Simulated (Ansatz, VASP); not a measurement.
One calculation of MgB2, two programs

The input INCAR:

```
PREC = Accurate ; ENCUT = 600
EDIFF = 1E-6 ; ISMEAR = -1
SIGMA = 0.05 ; LREAL = F
LASPH = T ; NELM = 60
ALGO = Normal ; ISIF = 3
LWAVE = F ; LCHARG = F
GGA = CA ; IBRION = 2
NSW = 60 ; EDIFFG = -0.01
```

Contents of KPOINTS:

```
regular mesh
0
Gamma
  10 10 8
```

Contents of POSCAR:

```
MgB2
1.0
    3.0850000000      0.0000000000      0.0000000000
   -1.5425000000      2.6716883707      0.0000000000
    0.0000000000      0.0000000000      3.5230000000
Mg B
1 2
Direct
    0.0000000000      0.0000000000      0.0000000000
    0.6666666667      0.3333333333      0.5000000000
    0.3333333333      0.6666666667      0.5000000000
```

File input.yaml:

```yaml
crystal:
  lattice:
    - [3.085, 0.0, 0.0]
    - [-1.5425, 2.6716883707, 0.0]
    - [0.0, 0.0, 3.523]
  atoms:
    - { symbol: Mg, position: [0.0, 0.0, 0.0] }
    - { symbol: B, position: [0.6666666667, 0.3333333333, 0.5] }
    - { symbol: B, position: [0.3333333333, 0.6666666667, 0.5] }
hamiltonian:
  xc: lda
  pseudopotentials: { kind: paw }
kpoints:
  mp_grid: { grid: [10, 10, 8] }
scf:
  occupations: { method: fermi_dirac, width: 0.05 }
output:
  forces: true
  stress: true
  eigenvalues: true
  write_density: true
  write_potential: true
  elf: true
  volumetric_format: npy
relax:
  f_tol: 0.01
  max_steps: 40
  cell: { stress_tol: 0.05 }
```

Alike in both runs: task relaxation of cell and atoms; functional LDA; k mesh 10 × 10 × 8; occupations fermi-dirac, width 0.05 eV; no spin polarisation.

|  | VASP | Ansatz |
| --- | --- | --- |
| version | VASP 6.6.1 | Ansatz 0.2.0 |
| potentials or method | VASP PAW LDA potentials, release 64 (Mg, B) | Ansatz PAW |
| plane-wave cutoff (eV) | 600 | 420 |
| valence electrons in the cell | 8 | 16 |

|  | VASP | Ansatz | Ansatz less VASP |
| --- | --- | --- | --- |
| gap on the k mesh at the Fermi level, each at its own relaxed structure (eV) | none | none | - |
| relaxed volume (Å³/atom) | 9.15 | 9.18 | +0.037 |
| relaxed cell length with the largest relative difference (Å) | 3.431 | 3.438 | +0.0076 |
| energy change over the relaxation (meV/atom) | -14 | -12 | +2.0 |

A gap of «none» marks a metal or a gap that the smearing closes. The two sets of potentials don't hold the same shells in valence.

Caveats: the plane-wave basis is chosen anew once the cell has moved, so the energies of steps on either side of that aren't comparable (Ansatz); the PAW data sets come from PBE, with cores solved anew for the run's functional, which leaves a small shift of forces and pressure (Ansatz). LDA usually gives volumes a few per cent too small. Zero-point motion and thermal expansion aren't in these numbers.
